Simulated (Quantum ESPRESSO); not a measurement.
## MoS2: zone-centre phonons under several settings

```
Mo S
1.0
     3.22746    0.00000    0.00000
    -1.61373    2.79507    0.00000
     0.00000    0.00000    6.31247
Mo S
1 2
Direct
  0.00000 0.00000 0.50000
  0.66667 0.33333 0.74468
  0.33333 0.66667 0.25532
```

Measurements of this composition are mostly on another form, of space group No. 194.

All runs used Quantum ESPRESSO 7.5; potentials GBRV 1.5 LDA; k mesh 8 × 8 × 3; no spin polarisation; cutoff 612 eV; occupations cold, width 0.2 eV.

```tsv
level	geometry	volume (Å³/atom)	pressure (GPa)	lowest optical mode without the field (cm⁻¹)	highest optical mode without the field (cm⁻¹)
LDA	relaxed at -3 GPa	32.33	-2.0	227	396
LDA	relaxed at 0 GPa	?	-0.1	?	?
LDA	relaxed at 3 GPa	15.62	2.9	241	409
LDA	relaxed at 8 GPa	14.85	7.9	251	418
LDA	relaxed at 15 GPa	14.08	14.9	269	428
```

Task: What stands in the row left open?

Result: Volume 16.31 Å³/atom; lowest optical mode without the field 234 cm⁻¹; highest optical mode without the field 403 cm⁻¹.

Caveats: the mesh is thin for the phonons of a metal; the layers were relaxed without a dispersion term, so their spacing and the soft interlayer modes are unreliable; the volume moved by over 15 % at a fixed basis, so the end points are rough (some runs); the cell is more than 3 GPa from zero pressure, which shifts response properties (some runs).

For the row left open. Caveat: the k mesh is coarse; the mesh is thin for the phonons of a metal; the layers were relaxed without a dispersion term, so their spacing and the soft interlayer modes are unreliable.
